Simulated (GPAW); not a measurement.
Runs of GPAW 26.7.0 on KMgF3. The structure is cubic, space group Pm-3m (No. 221). Conventional cell: a = 3.986 Å, b = 3.986 Å, c = 3.986 Å, α = 90.00°, β = 90.00°, γ = 90.00°. K (site symmetry m-3m) is surrounded by 12 F at 2.82 Å. Around Mg (site symmetry m-3m) lie 6 F at 1.99 Å. F (site symmetry 4/mmm) has 2 Mg at 1.99 Å as nearest neighbours. 

```csv
task,level,potentials or basis,smearing,response ecut,eta,maxiter,response k mesh,domega0,gap on the mesh (eV)
optical spectrum,RPBE,"the program's PAW data sets (release 1.2.1) made for this functional, pw",fermi-dirac 0.001 eV,50 eV,0.1 eV,150,11 × 11 × 11,0.05 eV,(a)
optical spectrum,LDA,"the program's PAW data sets (release 1.2.1) made for this functional, pw",fermi-dirac 0.001 eV,50 eV,0.1 eV,150,11 × 11 × 11,0.05 eV,6.96
optical spectrum,PBE,"GPAW PAW data sets (gpaw-data 1.2.1), pw",fermi-dirac 0.001 eV,50 eV,0.1 eV,150,11 × 11 × 11,0.05 eV,7.32
single point,PBE,"GPAW PAW data sets (gpaw-data 1.2.1), pw",fermi-dirac 0.05 eV,-,-,120,-,-,7.32
```

Alike in all rows: no spin polarisation; cell as given; k mesh 6 × 6 × 6; cutoff (eV) 650.

Fill in the values left out.

(a) 7.63.

Caveats: the long-wavelength limit can be off by a per cent or two (some runs); independent-particle spectra lack excitons (some runs); an odd mesh through Γ misses points on the zone boundary, where band edges often lie (some runs).
